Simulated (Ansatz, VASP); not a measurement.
Two plane-wave programs on SiC

The input INCAR:

```
SYSTEM = SiC
PREC = Accurate ; ENCUT = 520
EDIFF = 1E-7 ; ISMEAR = 0
SIGMA = 0.05 ; LREAL = .False.
LASPH = .True. ; NELM = 60
ALGO = Normal ; ISIF = 2
LWAVE = .False. ; LCHARG = .False.
GGA = CA ; NBANDS = 16
```

Contents of KPOINTS:

```
regular mesh
0
Gamma
  12 12 6
  0 0 0
```

POSCAR

```
SiC
1.0
    3.0036848971      0.0000000000      0.0000000000
   -1.5018424486      2.6012674258      0.0000000000
    0.0000000000      0.0000000000      5.1930708186
Si C
2 2
Direct
    0.3333333333      0.6666666667      0.0046041256
    0.6666666667      0.3333333333      0.5046041256
    0.3333333333      0.6666666667      0.3355409659
    0.6666666667      0.3333333333      0.8355409659
```

Input for Ansatz:

```yaml
crystal:
  lattice:
    - [3.0036848971, 0.0, 0.0]
    - [-1.5018424486, 2.6012674258, 0.0]
    - [0.0, 0.0, 5.1930708186]
  atoms:
    - { symbol: Si, position: [0.3333333333, 0.6666666667, 0.0046041256] }
    - { symbol: Si, position: [0.6666666667, 0.3333333333, 0.5046041256] }
    - { symbol: C, position: [0.3333333333, 0.6666666667, 0.3355409659] }
    - { symbol: C, position: [0.6666666667, 0.3333333333, 0.8355409659] }
basis:
  ecutwfc: 520.0
kpoints:
  mp_grid: { grid: [12, 12, 6] }
hamiltonian:
  xc: lda
  pseudopotentials: { kind: paw, azcp: { folder: soft_1 } }
scf:
  occupations: { method: gaussian, width: 0.05 }
output:
  forces: true
  stress: true
  eigenvalues: true
```

Alike in both runs: task single point; functional LDA; k mesh 12 × 12 × 6; occupations gaussian, width 0.05 eV; no spin polarisation.

|  | VASP | Ansatz |
| --- | --- | --- |
| version | VASP 6.6.1 | Ansatz 0.2.0 |
| potentials or method | VASP PAW LDA potentials, release 64 (Si, C) | scalar-relativistic, plane waves, PAW |
| plane-wave cutoff (eV) | 520 | 520 |
| valence electrons in the cell | 16 | 16 |

|  | VASP | Ansatz | Ansatz less VASP |
| --- | --- | --- | --- |
| gap on the k mesh at the Fermi level (eV) | 0.18 | 0.19 | +0.015 |
| least direct gap on the mesh (eV) | 3.33 | 3.35 | +0.010 |
| pressure (GPa) | 3.2 | 2.8 | -0.38 |
| largest component of the traceless stress (GPa) | 1.39 | 1.40 | +0.007 |
| rms of the force components (eV/Å) | 2.982 | 2.986 | +0.0040 |

Atom by atom the forces differ by 0.004 eV/Å (rms over components). Ansatz warned: «pseudo_functional_mismatch».

Caveats: forces of over 1 eV/Å show positions far from the minimum, so gaps and moduli don't describe the material at rest.
